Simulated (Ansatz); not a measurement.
# A small benchmark: atomisation enthalpy at 298 K

8 molecules with oxygen; the atomisation enthalpy at 298 K in kJ/mol, computed less measured. Shapes, held fixed at every level: PBE0-D4/def2-TZVP. Flexible molecules stand in one conformer, not always the lowest. Thermal terms are harmonic and unscaled (PBE0-D4/def2-TZVP); the spin-orbit lowering of the free atoms is taken from their spectra. Programs: Ansatz 0.2.0. Measured values: Active Thermochemical Tables, CRC Handbook of Chemistry and Physics, NIST-JANAF tables.

Levels: A = B2PLYP/def2-TZVPP; B = MP2/def2-SVP; C = CCSD(T)/def2-SVP.

```csv
molecule,from tabulated heats,A,B,C
CHFO (formyl fluoride),1646,-13,-20,-87
SOF2 (thionyl fluoride),1229,+11,-143,-238
C3H5NO (acrylamide),4092,-32,-142,-218
C3H6O (acetone),3924,-35,-124,-168
C3H6O2 (propionic acid),4413,-49,-129,-207
"C4H8O2 (2-methyl-1,3-dioxolane)",5462,-73,-188,-263
C5H8O (cyclopentanone),5770,-60,-147,-231
C5H10O (cyclopentanol),6256,-82,-206,-270
```

(1) Which level does best on this set, which worst, and which err to one side?

## Answers

(1) 
```csv
level,kind,mean error,mean absolute error,worst case
B2PLYP/def2-TZVPP,double hybrid,-41.6,44.4,C5H10O
MP2/def2-SVP,perturbation theory,-137.4,137.4,C5H10O
CCSD(T)/def2-SVP,coupled cluster or CI,-210.2,210.2,C5H10O
```

On this set B2PLYP/def2-TZVPP has the smallest mean absolute error and CCSD(T)/def2-SVP the largest. B2PLYP/def2-TZVPP is too low in 7 of 8; MP2/def2-SVP is too low in 8 of 8; CCSD(T)/def2-SVP is too low in 8 of 8. Heats of the atoms come from ATcT where it has them. The levels differ in basis as well as in method. The tabulated value of SOF2 is in doubt (older tables, estimates, or at odds with other calculations) and kept here. Over the 7 molecules whose values aren't doubted the mean absolute errors are A 49.1; B 136.6; C 206.3. For B2PLYP/def2-TZVPP the error tends to grow with the atomisation enthalpy. Correlated wave functions converge slowly with the basis. The set is small.
